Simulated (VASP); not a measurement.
Wanted: the native input for a VASP 6.6.1 run.

```
Task                   : single point
Functional             : PBE
Potentials or basis    : VASP PAW PBE potentials, release 64 (N, B)
Cutoff                 : 520 eV
k mesh                 : 13 × 13 × 13
Occupations            : gaussian, width 0.012 eV
Spin                   : no spin polarisation
Further INCAR settings : ALGO = Normal; EDIFF = 1e-06; NBANDS = 11
```

The structure of BN lies in POSCAR:

```
BN
1.0
    0.0000000000      1.8130010000      1.8130010000
    1.8130010000      0.0000000000      1.8130010000
    1.8130010000      1.8130010000      0.0000000000
N B
1 1
Direct
    0.2500000000      0.2500000000      0.2500000000
    0.0000000000      0.0000000000      0.0000000000
```

The cell is a database's computed one.

These files were run (other wordings do the same):

INCAR

```
SYSTEM = BN
PREC = Accurate ; ENCUT = 520
EDIFF = 1E-6 ; ISMEAR = 0
SIGMA = 0.012 ; LREAL = .FALSE.
LASPH = .TRUE. ; NELM = 80
ALGO = Normal ; ISIF = 2
LWAVE = .FALSE. ; LCHARG = .FALSE.
GGA = PE ; NBANDS = 11
```

KPOINTS

```
regular mesh
0
G
  13 13 13
  0 0 0
```

Potentials or basis: VASP PAW PBE potentials, release 64 (N, B).

Command:

```console
$ cat potpaw_PBE.64/N/POTCAR potpaw_PBE.64/B/POTCAR > POTCAR
$ mpirun -np 1 vasp_std > vasp.out
```

Results of the run:

The pressure is -0.2 GPa. The band gap on the k mesh is 4.52 eV, indirect (least direct gap 8.78 eV).

Caveat: an odd mesh through Γ misses points on the zone boundary, where band edges often lie.

Run time: 6.9 s on 1 thread of Intel(R) Xeon(R) Platinum 8375C CPU @ 2.90GHz (Ice Lake), with other jobs on the host, peak memory 0.12 GiB.
